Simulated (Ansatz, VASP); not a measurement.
Given: the input of a run of VASP 6.6.1 on Ag (Silver). 

File INCAR:

```
SYSTEM = Ag
PREC     = Accurate       ! precision mode
ENCUT    = 600            ! plane-wave cutoff, eV
EDIFF    = 1E-6           ! SCF threshold, eV
ISMEAR   = -1             ! smearing method
SIGMA    = 0.05           ! smearing width, eV
LREAL    = .False.        ! projectors in reciprocal space
LASPH    = .True.         ! aspherical terms in the spheres
NELM     = 80             ! most SCF steps
ALGO     = Fast           ! electronic algorithm
ISIF     = 3              ! what is computed and relaxed
LWAVE    = .False.        ! write WAVECAR
LCHARG   = .False.        ! write CHGCAR
GGA      = B5             ! functional
ALDAX    = 1.0          
AGGAX    = 1.0          
AGGAC    = 1.0          
ALDAC    = 0.0          
IVDW     = 12             ! dispersion correction
VDW_S6   = 1.0          
VDW_S8   = 2.6996       
VDW_A1   = 0.4298       
VDW_A2   = 4.2359       
IBRION   = 2              ! ionic algorithm
NSW      = 60             ! ionic steps
EDIFFG   = -0.02          ! ionic threshold
```

Contents of KPOINTS:

```
regular mesh
0
Gamma
  11 11 11
  0 0 0
```

POSCAR

```
Ag
1.0
    0.0000000000      2.0427500000      2.0427500000
    2.0427500000      0.0000000000      2.0427500000
    2.0427500000      2.0427500000      0.0000000000
Ag
1
Direct
    0.0000000000      0.0000000000      0.0000000000
```

Potentials or basis: VASP PAW PBE potentials, release 64 (Ag).

The run is started by

```console
$ cat potpaw_PBE.64/Ag/POTCAR > POTCAR
$ mpirun -np 1 vasp_std > vasp.out
```

**Question.** What does the same run look like in Ansatz 0.2.0? Potentials or basis there: Ansatz PAW, cutoff 420 eV.

**Answer.** As run (cutoffs and basis follow the program's own potentials, and thresholds, step limits or extra output files can differ):

File input.yaml:

```yaml
crystal:
  lattice:
    - [0.0, 2.04275, 2.04275]
    - [2.04275, 0.0, 2.04275]
    - [2.04275, 2.04275, 0.0]
  atoms:
    - { symbol: Ag, position: [0.0, 0.0, 0.0] }
hamiltonian:
  xc: blyp
  pseudopotentials: { kind: paw }
  dispersion: d3bj
kpoints:
  mp_grid: { grid: [11, 11, 11] }
scf:
  occupations: { method: fermi_dirac, width: 0.05 }
output:
  forces: true
  stress: true
relax:
  f_tol: 0.01
  max_steps: 40
  cell: { stress_tol: 0.05 }
```

Potentials or basis: Ansatz PAW.

Launch:

```bash
$ ansatz run input.yaml --threads 2 --pin off --max-ram 5632MiB --backend cpu --events-out ev --progress --plain --runs-dir out
```

Both were run:

|  | VASP | Ansatz |
| --- | --- | --- |
| Relaxed volume | 16.92 Å³/atom | 16.88 Å³/atom |
| Relaxed cell | a = 2.881 Å, b = 2.881 Å, c = 2.881 Å, α = 60.00°, β = 60.00°, γ = 60.00° | a = 2.879 Å, b = 2.879 Å, c = 2.879 Å, α = 60.00°, β = 60.00°, γ = 60.00° |
| Space group after relaxing | Fm-3m (No. 225) | Fm-3m (No. 225) |
| Pressure after relaxing | 0.0 GPa | 0.0 GPa |

Ansatz's pressure holds a Pulay term of +0.06 GPa for its cutoff of 420 eV, which the other run lacks.

The potentials hold 11 and 19 valence electrons a cell.

VASP's potentials were made for PBE. Ansatz's potentials were made for PBE.

Where Ansatz's input types no cutoff or centring, it takes its own default and a Γ-centred mesh.

Pressure is positive in compression.
